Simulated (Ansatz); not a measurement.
A (100) slab of GaSb (F-43m (No. 216)), 8 planes, outer planes Ga (top) and Sb (bottom), with 8 atoms (Ga4Sb4) in a surface cell of A = 18.674 Å², as cut from the bulk:

```xyz
8
Lattice="4.3213 0.0000 0.0000 0.0000 4.3213 0.0000 0.0000 0.0000 25.6946" Properties=species:S:1:pos:R:3 pbc="T T T"
Sb    0.0000    2.1606    7.5000
Ga    2.1606    2.1606    9.0278
Sb    2.1606    0.0000   10.5556
Ga    0.0000    0.0000   12.0834
Sb    0.0000    2.1606   13.6112
Ga    2.1606    2.1606   15.1390
Sb    2.1606    0.0000   16.6668
Ga    0.0000    0.0000   18.1946
```

These are results of DFT PBEsol, scalar-relativistic, plane waves, PAW (Ansatz 0.2.0), not measurements. Settings: cutoff 420 eV, Γ-centred mesh 8×8×1 on the computed 8-atom cell, Gaussian smearing of 0.10 eV; no spin polarisation. A dipole correction removes the field between periodic images along c.

Against the same 8 atoms in the bulk, the slab as cut lies 2.919 eV higher and the relaxed slab 2.876 eV higher.

Q: Work out the surface energy before and after relaxation.

A: The slab has two faces, so γ = (E_slab − N·E_bulk)/(2A), the mean of both. As cut: 2.919/(2 × 18.674) = 0.0782 eV/Å², and 1 eV/Å² = 16.02 J/m², so γ = 1.25 J/m². Relaxed: 2.876/(2 × 18.674) = 0.0770 eV/Å² = 1.23 J/m². Relaxation recovers 1.5 % of the cost of cutting.

Q: What is the ideal work of this cut, per area?

A: Griffith's ideal work is 2γ: 2.50 J/m² if the new faces stay rigid, 2.47 J/m² if they relax. One thickness was run, 8 planes, so γ can still shift with it.